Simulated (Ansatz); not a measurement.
## MnS under changes of volume

One of the cells (15.435 Å³/atom); the others are scaled copies at fixed shape and fractional positions:

```
CELL_PARAMETERS angstrom
0.00000 2.48984 2.48984
2.48984 0.00000 2.48984
2.48984 2.48984 0.00000
ATOMIC_POSITIONS crystal
Mn 0.00000 0.00000 0.00000
S 0.75000 0.75000 0.75000
```

The cell is a database's computed one.

* Program: Ansatz 0.2.0
* Functional: r2SCAN
* Potentials or basis: Ansatz PAW
* Cutoff: 500 eV (not typed: the program's choice for these potentials)
* k mesh: 9 × 9 × 9
* Occupations: fermi-dirac, width 0.05 eV
* Spin: collinear spin, ferromagnetic start
* Starting moments: [4.0, 0.0] μB

| volume (Å³/atom) | energy over the lowest point (meV/atom) | pressure (GPa) | moment (μB per cell) |
| --- | --- | --- | --- |
| 14.527 | ? | ? | ? |
| 14.830 | 242.68 | 35.5 | 3.55 |
| 15.133 | 179.26 | 33.4 | 3.69 |
| 15.435 | 114.88 | 33.0 | 3.93 |
| 15.738 | 54.83 | 30.2 | 4.01 |
| 16.041 | 0.00 | 28.4 | 4.12 |

**Question.** What does the run at 14.527 Å³/atom give?

**Answer.** Energy over the lowest point 313.65 meV/atom; pressure 38.2 GPa; moment 3.42 μB per cell.

Worked out: A Birch-Murnaghan fit of order 3 (a polynomial in V^(-2/3)) to the other rows has no minimum within the range. It gives 301.86 meV/atom at 14.527 Å³/atom, against the run's 313.65, and -dE/dV = 29.2 GPa, against 38.2. A parabola through the other rows of the moment, of slope 0.794 μB per Å³/atom there, extrapolates to 3.31 μB, against the run's 3.42.

Energies are extrapolated to zero smearing.

Caveats: the magnetic or orbital state may not be the lowest; a cell with one magnetic atom can't hold antiferromagnetic order, which such compounds often take; the PAW data sets come from PBE, with cores solved anew for the run's functional, which leaves a small shift of forces and pressure.
